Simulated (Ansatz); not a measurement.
Runs of Ansatz 0.2.0 on Si2W. It takes space group I4/mmm (No. 139, tetragonal). Conventional cell: a = 3.214 Å, b = 3.214 Å, c = 7.830 Å, α = 90.00°, β = 90.00°, γ = 90.00°. W (site symmetry 4/mmm) is surrounded by 10 Si at 2.62 Å. Around Si (site symmetry 4mm) lie 5 Si at 2.59 to 2.63 Å and 5 W at 2.62 Å. 

| task | level | U | cell | smearing | hubbard projectors | double counting | points for each segment of the path | gap on the mesh (eV) | pressure (GPa) | relaxed volume (Å³/atom) | largest force (eV/Å) |
| --- | --- | --- | --- | --- | --- | --- | --- | --- | --- | --- | --- |
| relaxation of cell and atoms | LDA | - | relaxed | fermi-dirac 0.05 eV | - | - | - | none | 0.0 | 13.14 | 0.01 |
| single point | PBE | - | as given | gaussian 0.016 eV | - | - | - | none | (a) | - | 0.08 |
| relaxation of cell and atoms | BLYP+D3(BJ) | - | relaxed | fermi-dirac 0.05 eV | - | - | - | none | 0.0 | 13.22 | - |
| relaxation of cell and atoms | PBEsol+U | W d U = 3.5 eV | relaxed | fermi-dirac 0.05 eV | ortho-atomic (the default) | fll (the default) | - | - | 0.0 | 13.34 | - |
| band structure | PBEsol | - | as given | fermi-dirac 0.05 eV | - | - | 14 | none | -2.0 | - | (b) |

Alike in all rows: potentials or basis Ansatz PAW; no spin polarisation; k mesh 12 × 12 × 12; cutoff (eV) 420.

Q: Estimate the missing entries.

A: (a) 3.3; (b) 0.02.

Caveats: the PAW data sets come from PBE, with cores solved anew for the run's functional, which leaves a small shift of forces and pressure (some runs); the plane-wave basis is chosen anew once the cell has moved, so the energies of steps on either side of that aren't comparable (some runs); the potentials were made for another functional, which shifts forces and pressure (some runs); pairwise dispersion overbinds metals, which lowers pressure and volume (some runs); the U is typed as a test and isn't derived for this compound (some runs).

A k mesh can miss the band edges, and the runs leave out spin-orbit coupling on W.

A gap of «none» marks a metal or a gap under the smearing width.

Not every run made on this cell is shown here.
